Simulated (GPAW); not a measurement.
A run of GPAW 26.7.0 is set up as follows.

The input run.py:

```python
from ase.dft.bandgap import bandgap
from ase.io import read, write
from ase.units import GPa
from gpaw import GPAW, PW

atoms = read('POSCAR')

calc = GPAW(mode=PW(800),
            xc='LDA',
            kpts={'size': (10, 10, 8), 'gamma': True},
            occupations={'name': 'fermi-dirac', 'width': 0.05},
            nbands=20,
            convergence={'density': 1e-05, 'energy': 1e-05},
            maxiter=150,
            txt='gpaw.txt')
atoms.calc = calc
energy = atoms.get_potential_energy()
forces = atoms.get_forces()
stress = atoms.get_stress()
calc.write('gs.gpw')
write('result.traj', atoms)
print(f'Energy: {energy:.6f} eV')
print('Forces (eV/A):')
print(forces.round(4))
print('Stress (GPa):', (stress / GPa).round(3))
print('Fermi level:', round(calc.get_fermi_level(), 4), 'eV')
print(f'Gap: {bandgap(calc)[0]:.4f} eV, direct: {bandgap(calc, direct=True)[0]:.4f} eV')

path = atoms.cell.bandpath('GMKGALHA,LM,KH', npoints=100, eps=1e-4)
bs_calc = calc.fixed_density(kpts=path, symmetry='off', nbands=30,
                             convergence={'bands': 'CBM+6.0', 'eigenstates': 1e-6}, txt='bands.txt')
bs = bs_calc.band_structure()
bs.write('bs.json')
print(f'Gap on the path: {bandgap(bs_calc)[0]:.4f} eV')
```

The input POSCAR:

```
HfB2
1.0
    3.1400000000      0.0000000000      0.0000000000
   -1.5700000000      2.7193197679      0.0000000000
    0.0000000000      0.0000000000      3.4800000000
Hf B
1 2
Direct
    0.0000000000      0.0000000000      0.0000000000
    0.6666666667      0.3333333333      0.5000000000
    0.3333333333      0.6666666667      0.5000000000
```

Potentials or basis: the program's PAW data sets (release 1.2.1) made for this functional, pw.

The run is started by

```sh
$ OMP_NUM_THREADS=1 python run.py
```

(1) Estimate the pressure.

(2) Estimate the band gap along the path.

## Answers

(1) -9.7 GPa.

(2) none (metal or under the smearing width).

Caveat: spin-orbit coupling is left out, which moves the levels of the heavy elements.
